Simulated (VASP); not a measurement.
Here is a VASP 6.6.1 calculation.

The input INCAR:

```
SYSTEM = Bi
ALGO = Fast
EDIFF = 1E-7
ENCUT = 520
GGA = PS
ISIF = 2
ISMEAR = 0
LASPH = .TRUE.
LCHARG = .TRUE.
LELF = .TRUE.
LREAL = .FALSE.
LVHAR = .TRUE.
LWAVE = .FALSE.
NBANDS = 38
NELM = 100
PREC = Accurate
SIGMA = 0.1
```

File KPOINTS:

```
k-points
0
G
  12 12 8
  0 0 0
```

File POSCAR:

```
Bi
1.0
    5.3753897143      0.0000000000      0.0000000000
   -2.6876948572      4.6552240478      0.0000000000
    0.0000000000      0.0000000000      6.8805480328
Bi
4
Direct
    0.3333333333      0.6666666667      0.4707846053
    0.6666666667      0.3333333333      0.9707846053
    0.6666666667      0.3333333333      0.5292153947
    0.3333333333      0.6666666667      0.0292153947
```

Potentials or basis: VASP PAW PBE potentials, release 64 (Bi_d).

Command:

```console
$ cat potpaw_PBE.64/Bi_d/POTCAR > POTCAR
$ mpirun -np 1 vasp_std > vasp.out
```

Q: Predict the band gap on the k mesh.

A: None (metal or under the smearing width).

Q: Predict the pressure.

A: 0.0 GPa.

Caveat: the PAW data sets were made with another functional, which shifts forces and pressure a little; spin-orbit coupling is left out, which moves the levels of the heavy elements.
